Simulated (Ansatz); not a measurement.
Set up this calculation in Ansatz 0.2.0, as the native input.

* Task: single point
* Functional: B3LYP
* Potentials or basis: Ansatz PAW
* Cutoff: 420 eV (not typed: the program's choice for these potentials)
* k mesh: 6 × 6 × 6
* Occupations: fermi-dirac, width 0.05 eV
* Spin: no spin polarisation

Pt:

```
Pt
1.0
    -1.58422    1.58422    1.58422
     1.58422   -1.58422    1.58422
     1.58422    1.58422   -1.58422
Pt
1
Direct
  0.00000 0.00000 0.00000
```

This isn't the form of Pt at room conditions, which is fcc.

One way to write it, as run:

input.yaml

```yaml
crystal:
  lattice:
    - [-1.58422, 1.58422, 1.58422]
    - [1.58422, -1.58422, 1.58422]
    - [1.58422, 1.58422, -1.58422]
  atoms:
    - { symbol: Pt, position: [0.0, 0.0, 0.0] }
hamiltonian:
  xc: b3lyp
  pseudopotentials: { kind: paw }
kpoints:
  mp_grid: { grid: [6, 6, 6] }
scf:
  occupations: { method: fermi_dirac, width: 0.05 }
output:
  forces: true
  stress: true
  eigenvalues: true
```

Potentials or basis: Ansatz PAW.

The run is started by

```console
$ ansatz run input.yaml --threads 2 --pin off --max-ram 5632MiB --backend cpu --events-out ev --progress --plain --runs-dir out
```

It gave:

```yaml
Pressure: 4.3 GPa
Band_gap_on_the_k_mesh: none (metal or under the smearing width)
```

Caveat: the k mesh is coarse (spacing up to 0.47 Å⁻¹), so the values aren't converged, least of all with exact exchange; the PAW data sets come from PBE, with cores solved anew for the run's functional, which leaves a small shift of forces and pressure; the thresholds are loose for stress.

Wall time 11 s on 2 threads of Intel(R) Xeon(R) Platinum 8259CL CPU @ 2.50GHz (Skylake/Cascade Lake) (shared host), peak memory 0.58 GiB.
